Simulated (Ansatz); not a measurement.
**Zone-centre phonons of SrO at -2.5 GPa: input and output**

These are results of DFT PBE, scalar-relativistic, plane waves, PAW (Ansatz), not measurements.

Launched with:
```bash
ansatz run input.yaml --threads 1 --pin off --max-ram 1228MiB --backend cpu --events-out ev --progress --plain --runs-dir out
```

Input (bare energies are in eV):
```yaml
crystal:
  lattice:
    - [0.0, 2.8492, 2.8492]
    - [2.8492, 0.0, 2.8492]
    - [2.8492, 2.8492, 0.0]
  atoms:
    - { symbol: Sr, position: [0.0, 0.0, 0.0] }
    - { symbol: O, position: [0.25, 0.25, 0.25] }
basis:
  ecutwfc: 420
kpoints:
  mp_grid: { grid: [8, 8, 8] }
hamiltonian:
  xc: pbe
scf:
  occupations: { method: fixed }
output:
  eigenvalues: true
phonons:
  method: dfpt
  dielectric: true
  rigid_motions: translations
  eigenvectors: true
```

The end of the output:
```
--- Phonons (Γ-DFPT): 2 representative perturbations + reference, on 95 of 512 k-points (Σ response iterations 6) ---
  k mesh reduced under 4 symmetry operations, with k and −k counted as one. Each operation leaves every solved perturbation unchanged. A smaller set is not considered because the run solves the response ...
  ASR residual: 3.241e-4 → 0.000e0 eV/Å²; symmetrization residual: 1.754e-8 eV/Å²
  ASR residual per site (eV/Å²): 5.91e-5 3.24e-4
  Γ frequencies (cm⁻¹): 0.00 0.00 0.00 282.74 282.74 282.74
  ε∞ (high-frequency dielectric tensor):
        3.327061     0.000000     0.000000
       -0.000000     3.327061     0.000000
        0.000000    -0.000000     3.327061
  ε⁰ (static dielectric tensor: ions relaxed, cell fixed):
        7.694942    -0.000000    -0.000000
       -0.000000     7.694942    -0.000000
       -0.000000    -0.000000     7.694942
  ε⁰ − ε∞ (ionic part):
        4.367881    -0.000000    -0.000000
       -0.000000     4.367881    -0.000000
       -0.000000    -0.000000     4.367881
  softest optical mode at Γ: 282.74 cm⁻¹; the repairs (sum rule, projections) moved no ω² at Γ by more than (2.35 cm⁻¹)²
  Born effective charges Z* (e; rows j = field, columns β = displacement):
    site 0:
         2.10733   -0.00000   -0.00000
         0.00000    2.10733   -0.00000
        -0.00000    0.00000    2.10733
    site 1:
        -2.10733    0.00000    0.00000
        -0.00000   -2.10733    0.00000
         0.00000   -0.00000   -2.10733
  Z* charge neutrality: 1.578e-5 e pre-enforcement
  k-mesh period / interband length: 32.2 Å / 1.39 Å = 23.16 at k = (0.0000, 0.0000, 0.0000), direct gap 3.086 eV — 14 or more, which is no proof of convergence
  optical modes at Γ without the LO–TO term, one row a degenerate level:
      ω (cm⁻¹) modes IR ((D/Å)²/amu)
        282.74      3            22.7192
  optical modes at Γ + LO–TO along q̂ = [1.0000, 0.0000, 0.0000]:
      ω (cm⁻¹) modes IR ((D/Å)²/amu)
        282.74      2            15.1461
        429.98      1             7.5731
  optical modes at Γ + LO–TO along q̂ = [0.0000, 1.0000, 0.0000]:
      ω (cm⁻¹) modes IR ((D/Å)²/amu)
        282.74      2            15.1461
        429.98      1             7.5731
  optical modes at Γ + LO–TO along q̂ = [0.0000, 0.0000, 1.0000]:
      ω (cm⁻¹) modes IR ((D/Å)²/amu)
        282.74      2            15.1461
        429.98      1             7.5731
```

Time: 12 s on 1 thread of Intel(R) Xeon(R) 6975P-C (Granite Rapids), with other jobs on the host, peak memory 0.53 GiB.

The cell is the ideal cubic zincblende prototype; this isn't the usual structure of the compound.